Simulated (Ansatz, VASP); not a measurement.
## BN: VASP beside Ansatz

```
CELL_PARAMETERS angstrom
0.00000 3.55438 2.16778
1.25247 0.00000 2.16778
1.25247 3.55438 0.00000
ATOMIC_POSITIONS crystal
B 0.00007 0.00007 0.99993
N 0.66663 0.66663 0.33337
```

Alike in both runs: functional PBEsol; k mesh 12 × 12 × 12; occupations gaussian, width 0.02 eV; no spin polarisation.

Ansatz relaxed the structure, and its values are those at the end. VASP's run is a single point on that final structure, the one shown.

|  | VASP | Ansatz |
| --- | --- | --- |
| version | VASP 6.6.1 | Ansatz 0.2.0 |
| potentials or method | VASP PAW PBE potentials, release 64 (B, N) | scalar-relativistic, plane waves, PAW |
| plane-wave cutoff (eV) | 520 | 420 |
| valence electrons in the cell | 8 | 8 |

VASP gave:

* gap on the k mesh at the Fermi level (eV): 3.80
* least direct gap on the mesh (eV): 4.49
* pressure (GPa): 0.3

Estimate Ansatz's values.

gap on the k mesh at the Fermi level (eV): 3.81; least direct gap on the mesh (eV): 4.50; pressure (GPa): 0.0.

Caveats: the PAW data sets were made with another functional, which shifts forces and pressure a little (VASP). A k mesh can miss the band edges.
